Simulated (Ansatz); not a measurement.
# ZnS: the cost of one run

Computed with Ansatz 0.2.0 (DFT PBEsol, scalar-relativistic, unless a step's input says otherwise).

## Step 1: The structure to begin with

The structure is cubic, space group F-43m (No. 216). The conventional cell has a = 5.409 Å, b = 5.409 Å, c = 5.409 Å, α = 90.00°, β = 90.00°, γ = 90.00°. Zn (site symmetry -43m) has 4 S at 2.34 Å as nearest neighbours. Around S (site symmetry -43m) lie 4 Zn at 2.34 Å.

Coordinates:

```cif
data_structure
_symmetry_space_group_name_H-M 'P 1'
_symmetry_Int_Tables_number 1
_cell_length_a 3.8250
_cell_length_b 3.8250
_cell_length_c 3.8250
_cell_angle_alpha 60.000
_cell_angle_beta 60.000
_cell_angle_gamma 60.000
_cell_volume 39.57
loop_
_atom_site_label
_atom_site_type_symbol
_atom_site_fract_x
_atom_site_fract_y
_atom_site_fract_z
_atom_site_occupancy
Zn1 Zn 0.00000 0.00000 0.00000 1
S1 S 0.75000 0.75000 0.75000 1
```

Atoms are numbered in the order of the input: Zn1, S2.

## Step 2: The deformed structure

Space group F-43m before, R3m after.

## Step 3: Full-potential LAPW

input.yaml reads:

```yaml
crystal:
  lattice:
    - [-0.0270465, 2.69112675, 2.69112675]
    - [2.69112675, -0.0270465, 2.69112675]
    - [2.69112675, 2.69112675, -0.0270465]
  atoms:
    - { symbol: Zn, position: [0.0, 0.0, 0.0] }
    - { symbol: S, position: [0.75, 0.75, 0.75] }
kpoints:
  mp_grid: { grid: [8, 8, 8] }
  band_path:
    path:
      - [0.0, 0.0, 0.0]
      - [0.5, 0.5, 0.5]
      - [0.2525443832, 0.5, 0.7474556168]
      - [-0.2525443832, 0.2525443832, 0.5]
      - [0.0, 0.0, 0.5]
      - [0.0, 0.0, 0.0]
      - [-0.3762721916, 0.0, 0.3762721916]
      - [0.0, 0.3762721916, 0.6237278084]
      - [0.0, 0.5, 0.5]
    npoints: 5
scf:
  occupations: { method: fermi_dirac, width: 0.01 }
hamiltonian:
  xc: pbesol
  pseudopotentials: { kind: all_electron, lapw: { basis_error: 0.00025 } }
output:
  forces: true
  stress: true
  eigenvalues: true
```

On the command line:

```bash
ansatz run input.yaml --threads 1 --pin off --max-ram 3072MiB --backend cpu --events-out ev --progress --plain --runs-dir out
```

**Question.** How long does this run take on 1 thread of Arm Neoverse V2, shared host, and how much memory does it need?

About 27 s, with a peak of 0.36 GiB.
